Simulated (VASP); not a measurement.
# ZnO (P4_2/mnm) in VASP: Born charges and dielectric tensor with LDA

Aim: the Born charges and dielectric tensor of ZnO with LDA.

Everything below comes from runs of VASP 6.6.1. Logs are shortened: lines on timing, memory, paths and dates and some standing lists are left out, and cuts for length are marked.

## Step 1: Starting point

Symmetry: P4_2/mnm, No. 136, tetragonal system. Conventional cell: a = 5.449 Å, b = 5.449 Å, c = 3.212 Å, α = 90.00°, β = 90.00°, γ = 90.00°. Zn (site symmetry m2m) is surrounded by 4 O at 1.92 to 1.99 Å. O (site symmetry m2m) has 4 Zn at 1.92 to 1.99 Å as nearest neighbours.

Measurements of this composition are mostly on another form, of space group No. 186.

## Step 2: Born charges and dielectric tensor, LDA

File INCAR:

```
SYSTEM = ZnO
ALGO = Normal
EDIFF = 1E-8
ENCUT = 600
IBRION = 8
ISIF = 2
ISMEAR = 0
LASPH = .True.
LCHARG = .False.
LEPSILON = .True.
LREAL = .False.
LWAVE = .False.
NELM = 80
NSW = 1
PREC = Accurate
SIGMA = 0.02
```

File KPOINTS:

```
k-points
0
Gamma
  2 2 4
  0 0 0
```

File POSCAR:

```
ZnO
1.0
    5.4489100000      0.0000000000      0.0000000000
    0.0000000000      5.4489100000      0.0000000000
    0.0000000000      0.0000000000      3.2124400000
Zn O
4 4
Direct
    0.1822200000      0.1822200000      0.5000000000
    0.8177800000      0.8177800000      0.5000000000
    0.6822200000      0.3177800000      0.0000000000
    0.3177800000      0.6822200000      0.0000000000
    0.8178200000      0.1821800000      0.5000000000
    0.1821800000      0.8178200000      0.5000000000
    0.6821800000      0.6821800000      0.0000000000
    0.3178200000      0.3178200000      0.0000000000
```

Potentials or basis: VASP PAW LDA potentials, release 64 (Zn, O).

On the command line:

```
cat potpaw_LDA.64/Zn/POTCAR potpaw_LDA.64/O/POTCAR > POTCAR
mpirun -np 1 vasp_std > vasp.out
```

OUTCAR:

```text
SYSTEM = ZnO
   EDIFF = 1E-8
   ENCUT = 600
   IBRION = 8
   ISIF = 2
   ISMEAR = 0
   LASPH = .True.
   LEPSILON = .True.
   LREAL = .False.
   NELM = 80
   NSW = 1
   PREC = Accurate

 ion  position               nearest neighbor table
   1  0.182  0.182  0.500-   8 1.92   8 1.92   5 1.99   6 1.99   2 2.81
   2  0.818  0.818  0.500-   7 1.92   7 1.92   5 1.99   6 1.99   1 2.81
   3  0.682  0.318  0.000-   5 1.92   5 1.92   8 1.99   7 1.99   4 2.81
   4  0.318  0.682  0.000-   6 1.92   6 1.92   8 1.99   7 1.99   3 2.81
   5  0.818  0.182  0.500-   3 1.92   3 1.92   1 1.99   2 1.99
   6  0.182  0.818  0.500-   4 1.92   4 1.92   1 1.99   2 1.99
   7  0.682  0.682  0.000-   2 1.92   2 1.92   4 1.99   3 1.99
   8  0.318  0.318  0.000-   1 1.92   1 1.92   4 1.99   3 1.99

  LATTYP: Found a simple tetragonal cell.
 ALAT       =     5.4489100000
 C/A-ratio  =     0.5895564434

  Lattice vectors:

 A1 = (   5.4489100000,   0.0000000000,   0.0000000000)
 A2 = (   0.0000000000,   5.4489100000,   0.0000000000)
 A3 = (   0.0000000000,   0.0000000000,   3.2124400000)

Analysis of symmetry for initial positions (statically):
=====================================================================
[... 764 lines left out ...]
  5Y    -0.206458    0.739824    0.000000    0.346890    4.686404    0.000000   -1.952282    1.939591    0.000000    0.121332   -0.560360    0.000000    3.208699  -11.669454    0.000000   -1.515658    1.095035    0.000000   -0.015087    3.649552    0.000000    0.012564    0.119407    0.000000
  5Z     0.000000    0.000000   -0.078247    0.000000    0.000000   -0.078247    0.000000    0.000000   10.506265    0.000000    0.000000    0.011836    0.000000    0.000000  -12.655174    0.000000    0.000000   -0.276874    0.000000    0.000000    1.285221    0.000000    0.000000    1.285221
  6X     0.739824   -0.206458    0.000000    4.686404    0.346890    0.000000   -0.560360    0.121332    0.000000    1.939591   -1.952282    0.000000    1.095035   -1.515658    0.000000  -11.669454    3.208699    0.000000    3.649552   -0.015087    0.000000    0.119407    0.012564    0.000000
  6Y     0.346890    4.686404    0.000000   -0.206458    0.739824    0.000000    0.121332   -0.560360    0.000000   -1.952282    1.939591    0.000000   -1.515658    1.095035    0.000000    3.208699  -11.669454    0.000000    0.012564    0.119407    0.000000   -0.015087    3.649552    0.000000
  6Z     0.000000    0.000000   -0.078247    0.000000    0.000000   -0.078247    0.000000    0.000000    0.011836    0.000000    0.000000   10.506265    0.000000    0.000000   -0.276874    0.000000    0.000000  -12.655174    0.000000    0.000000    1.285221    0.000000    0.000000    1.285221
  7X    -0.560360   -0.121332    0.000000    1.939591    1.952282    0.000000    0.739824    0.206458    0.000000    4.686404   -0.346890    0.000000    0.119407   -0.012564    0.000000    3.649552    0.015087    0.000000  -11.669454   -3.208699    0.000000    1.095035    1.515658    0.000000
  7Y    -0.121332   -0.560360    0.000000    1.952282    1.939591    0.000000   -0.346890    4.686404    0.000000    0.206458    0.739824    0.000000    0.015087    3.649552    0.000000   -0.012564    0.119407    0.000000   -3.208699  -11.669454    0.000000    1.515658    1.095035    0.000000
  7Z     0.000000    0.000000    0.011836    0.000000    0.000000   10.506265    0.000000    0.000000   -0.078247    0.000000    0.000000   -0.078247    0.000000    0.000000    1.285221    0.000000    0.000000    1.285221    0.000000    0.000000  -12.655174    0.000000    0.000000   -0.276874
  8X     1.939591    1.952282    0.000000   -0.560360   -0.121332    0.000000    4.686404   -0.346890    0.000000    0.739824    0.206458    0.000000    3.649552    0.015087    0.000000    0.119407   -0.012564    0.000000    1.095035    1.515658    0.000000  -11.669454   -3.208699    0.000000
  8Y     1.952282    1.939591    0.000000   -0.121332   -0.560360    0.000000    0.206458    0.739824    0.000000   -0.346890    4.686404    0.000000   -0.012564    0.119407    0.000000    0.015087    3.649552    0.000000    1.515658    1.095035    0.000000   -3.208699  -11.669454    0.000000
  8Z     0.000000    0.000000   10.506265    0.000000    0.000000    0.011836    0.000000    0.000000   -0.078247    0.000000    0.000000   -0.078247    0.000000    0.000000    1.285221    0.000000    0.000000    1.285221    0.000000    0.000000   -0.276874    0.000000    0.000000  -12.655174

 Eigenvectors and eigenvalues of the dynamical matrix
 ----------------------------------------------------

   1 f  =   17.906647 THz   112.510781 2PiTHz  597.301449 cm-1    74.055908 meV
             X         Y         Z           dx          dy          dz
      0.992900  0.992900  1.606220    -0.001631   -0.001631   -0.000000
      4.456010  4.456010  1.606220     0.001631    0.001631   -0.000000
      3.717355  1.731555  0.000000     0.001631   -0.001631    0.000000
      1.731555  3.717355  0.000000    -0.001631    0.001631   -0.000000
      4.456228  0.992682  1.606220    -0.353550    0.353550   -0.000000
      0.992682  4.456228  1.606220     0.353550   -0.353550    0.000000
      3.717137  3.717137  0.000000    -0.353550   -0.353550    0.000000
      1.731773  1.731773  0.000000     0.353550    0.353550    0.000000
[... 243 lines left out ...]
  24 f/i=    0.006417 THz     0.040319 2PiTHz    0.214047 cm-1     0.026538 meV
             X         Y         Z           dx          dy          dz
      0.992900  0.992900  1.606220     0.000000    0.000000    0.448269
      4.456010  4.456010  1.606220     0.000000    0.000000    0.448269
      3.717355  1.731555  0.000000     0.000000    0.000000    0.448269
      1.731555  3.717355  0.000000     0.000000    0.000000    0.448269
      4.456228  0.992682  1.606220     0.000000    0.000000    0.221484
      0.992682  4.456228  1.606220     0.000000    0.000000    0.221484
      3.717137  3.717137  0.000000     0.000000    0.000000    0.221484
      1.731773  1.731773  0.000000     0.000000    0.000000    0.221484

--------------------------------------------------------------------------------------------------------

 MACROSCOPIC STATIC DIELECTRIC TENSOR IONIC CONTRIBUTION
 ------------------------------------------------------
           6.212973    -0.000000     0.000000
          -0.000000     6.212973    -0.000000
           0.000000    -0.000000     6.204939
 ------------------------------------------------------

 ELASTIC MODULI CONTR FROM IONIC RELAXATION (kBar)
 Direction    XX          YY          ZZ          XY          YZ          ZX
 --------------------------------------------------------------------------------
 XX       -1032.8556    401.2897    523.2805      0.0000      0.0000     -0.0000
 YY         401.2897  -1032.8556    523.2805      0.0000     -0.0000      0.0000
 ZZ         523.2805    523.2805   -868.9519     -0.0000      0.0000     -0.0000
 XY          -0.0000      0.0000     -0.0000    -24.3051     -0.0000      0.0000
 YZ           0.0000     -0.0000      0.0000     -0.0000   -450.4700     -0.0000
 ZX          -0.0000      0.0000     -0.0000      0.0000     -0.0000   -458.8011
 --------------------------------------------------------------------------------

 PIEZOELECTRIC TENSOR IONIC CONTR  for field in x, y, z        (C/m^2)
          XX          YY          ZZ          XY          YZ          ZX
  --------------------------------------------------------------------------------
  x    -0.00000    -0.00000     0.00000    -0.00000     0.00000    -0.00000
  y     0.00000     0.00000    -0.00000     0.00000    -0.00000     0.00000
  z    -0.00000    -0.00000     0.00000     0.00000    -0.00000    -0.00000
```

stdout:

```text
POSCAR found type information on POSCAR ZnO
 POSCAR found :  2 types and       8 ions
 scaLAPACK will be used
 LDA part: xc-table for (Slater(with rela. corr.)+CA(PZ))
 , standard interpolation
 POSCAR, INCAR and KPOINTS ok, starting setup
 FFT: planning ... GRIDC
 FFT: planning ... GRID_SOFT
 FFT: planning ... GRID
[... 73 lines left out ...]
 first order change of Fermi-energy  -0.21694E-04
 force on displaced ion       1 direction 3 :   0.000   0.000 -10.871
 Born effective charge ion    1 direction 3 :  -0.000  -0.000   2.759
 Linear response progress:
 first order change of Fermi-energy   0.10206E+01
 force on displaced ion       5 direction 1 : -11.669   3.209   0.000
 Born effective charge ion    5 direction 1 :  -2.417   0.384   0.000
 Linear response progress:
 first order change of Fermi-energy   0.13698E-03
 force on displaced ion       5 direction 3 :  -0.002   0.002 -12.655
 Born effective charge ion    5 direction 3 :  -0.000   0.000  -3.060
 Born effective charges drift removed
 Linear response finished
```

Run time: 12 min. Hardware: 1 thread of Intel Xeon Platinum 8488C (Sapphire Rapids), shared host; peak memory 0.41 GiB.

Results:

| Quantity | Value |
| --- | --- |
| Band gap on the k mesh | 0.78 eV, direct |
| Electronic dielectric tensor (diagonal) | 11.85, 11.85, 20.71 |
| Born charges (mean of the diagonal) | Zn +2.53; O -2.53 e |
| Highest phonon frequency at Γ, LO-TO splitting left out | 597 cm⁻¹ |

Levels at points of the mesh, in eV from the valence-band top:
| k point | band 32 | band 33 | band 34 | band 35 | band 36 | band 37 | band 38 | band 39 | band 40 | band 41 |
| --- | --- | --- | --- | --- | --- | --- | --- | --- | --- | --- |
| (0.00, 0.00, 0.00) | -0.94 | -0.52 | -0.20 | -0.20 | 0.00 | 0.78 | 5.31 | 5.31 | 6.80 | 7.25 |
| (0.50, 0.00, 0.00) | -1.69 | -0.53 | -0.53 | -0.46 | -0.46 | 3.21 | 3.21 | 6.08 | 6.08 | 8.21 |
| (0.50, 0.50, 0.00) | -1.21 | -0.93 | -0.93 | -0.81 | -0.81 | 4.28 | 4.28 | 4.59 | 4.59 | 8.62 |
| (0.00, 0.00, 0.50) | -1.98 | -1.93 | -1.93 | -1.41 | -1.41 | 5.87 | 5.87 | 7.87 | 7.87 | 8.09 |
| (0.50, 0.00, 0.50) | -2.00 | -1.70 | -1.70 | -1.13 | -1.13 | 5.94 | 5.94 | 6.66 | 6.66 | 7.74 |
| (0.50, 0.50, 0.50) | -1.50 | -1.47 | -1.47 | -1.43 | -1.43 | 5.33 | 5.33 | 5.96 | 5.96 | 7.97 |

Phonon frequencies in cm⁻¹ (negative: imaginary):
```tsv
q point	frequencies
(0.000, 0.000, 0.000)	0 0 0 49 78 78 129 165 167 215 215 299 300 378 378 448 468 499 499 507 507 515 544 597
```

Electronic dielectric tensor:
```
11.85  0.00  0.00
 0.00 11.85  0.00
 0.00  0.00 20.71
```

Born effective charge tensors (e):
atom 1, Zn
```
2.34 0.30 0.00
0.30 2.34 0.00
0.00 0.00 2.91
```
atom 2, Zn
```
2.34 0.30 0.00
0.30 2.34 0.00
0.00 0.00 2.91
```
atom 3, Zn
```
 2.34 -0.30  0.00
-0.30  2.34  0.00
 0.00  0.00  2.91
```
atom 4, Zn
```
 2.34 -0.30  0.00
-0.30  2.34  0.00
 0.00  0.00  2.91
```
atom 5, O
```
-2.34  0.38  0.00
 0.38 -2.34  0.00
 0.00  0.00 -2.91
```
atom 6, O
```
-2.34  0.38  0.00
 0.38 -2.34  0.00
 0.00  0.00 -2.91
```
atom 7, O
```
-2.34 -0.38  0.00
-0.38 -2.34  0.00
 0.00  0.00 -2.91
```
atom 8, O
```
-2.34 -0.38  0.00
-0.38 -2.34  0.00
 0.00  0.00 -2.91
```

Caveat: the k mesh is coarse (spacing up to 0.58 Å⁻¹), so the values aren't converged.
